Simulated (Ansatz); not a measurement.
## NiO: do energies and stresses tell the same story?

Theory: DFT r2SCAN, scalar-relativistic, plane waves, PAW (Ansatz).

Settings: cutoff 500 eV, Γ-centred mesh 12×12×12 on the computed 2-atom cell, Gaussian smearing of 0.02 eV; collinear spin from starting moments 1.84 0.31 μB.

Relaxed cell: Fm-3m, a = 4.188 Å, b = 4.188 Å, c = 4.188 Å, α = 90.00°, β = 90.00°, γ = 90.00°, 2 atoms in the primitive cell.

Energies at zero smearing and pressures from the stress tensor, at volumes with shape and atoms relaxed:
```tsv
V (Å³/atom)	E − E(first) (meV/atom)	P (GPa)
8.634	0.00	15.31
8.909	-19.03	7.04
9.185	-24.95	0.03
9.460	-19.76	-5.92
9.736	-5.10	-10.97
```

Task: Check P = −dE/dV between neighbouring volumes, and get the bulk modulus from the pressures alone.

Result: With 1 eV/Å³ = 160.2 GPa:
| middle V (Å³/atom) | −ΔE/ΔV (GPa) | mean P (GPa) |
| --- | --- | --- |
| 8.771 | 11.065 | 11.178 |
| 9.047 | 3.442 | 3.539 |
| 9.322 | -3.020 | -2.943 |
| 9.598 | -8.521 | -8.444 |

The two differ by 0.11 GPa at most. The mean of two end pressures misses the average over a step by about ΔV² P″/12, up to 0.11 GPa here; with that taken off 0.01 GPa remains. Around V = 9.185 Å³/atom, the two neighbours give B = −V ΔP/ΔV = 9.185 × 12.96 / 0.551 = 216.0 GPa, against B0 = 215.0 GPa from the Birch–Murnaghan fit of the energies.

The state reached may not be the lowest one. The cell holds one magnetic atom, so it can only be ferromagnetic; an antiferromagnetic order may lie lower.

Only this magnetic start was tried.